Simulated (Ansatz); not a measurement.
BN:

```
CELL_PARAMETERS angstrom
1.25112 0.72234 3.37293
-1.25112 0.72234 3.37293
0.00000 -1.44467 3.37293
ATOMIC_POSITIONS crystal
N 0.66724 0.66724 0.66724
B 0.00033 0.00033 0.00033
```

The cell is a database's computed one.

* Program: Ansatz 0.2.0
* Task: relaxation of cell and atoms
* Functional: PBEsol
* Dispersion: D3(BJ)
* Potentials or basis: Ansatz PAW
* Cutoff: 420 eV (not typed: the program's choice for these potentials)
* k mesh: 12 × 12 × 12
* Occupations: fermi-dirac, width 0.05 eV
* Spin: no spin polarisation

At the start: volume 9.14 Å³/atom.

Where does the relaxation end?

It ends after 9 steps and the volume is 8.63 Å³/atom (-5.7 %); space group R3m (No. 160, to 0.05 Å).

Step by step:
```tsv
step	energy change (eV)	largest force (eV/Å)	volume (Å³)
1	0.0000	0.0028	18.29
2	-0.0044	0.0086	17.87
3	-0.0071	0.0006	17.43
4	-0.0069	0.0000	17.48
5	-0.0046	0.0003	17.48
6	-0.0057	0.0014	17.28
7	-0.0049	0.0014	17.28
8	-0.0050	0.0002	17.26
9	-0.0049	0.0002	17.26
```

Final structure:
```xyz
2
Lattice="1.2500 0.7217 3.1880 -1.2500 0.7217 3.1880 0.0000 -1.4434 3.1880" Properties=species:S:1:pos:R:3 pbc="T T T"
N     0.0000    0.0000    6.3825
B     0.0000    0.0000    0.0022
```

Caveat: the plane-wave basis is chosen anew once the cell has moved, so the energies of steps on either side of that aren't comparable; the pressure holds a Pulay correction of +0.6 GPa for the finite cutoff; the PAW data sets come from PBE, with cores solved anew for the run's functional, which leaves a small shift of forces and pressure.
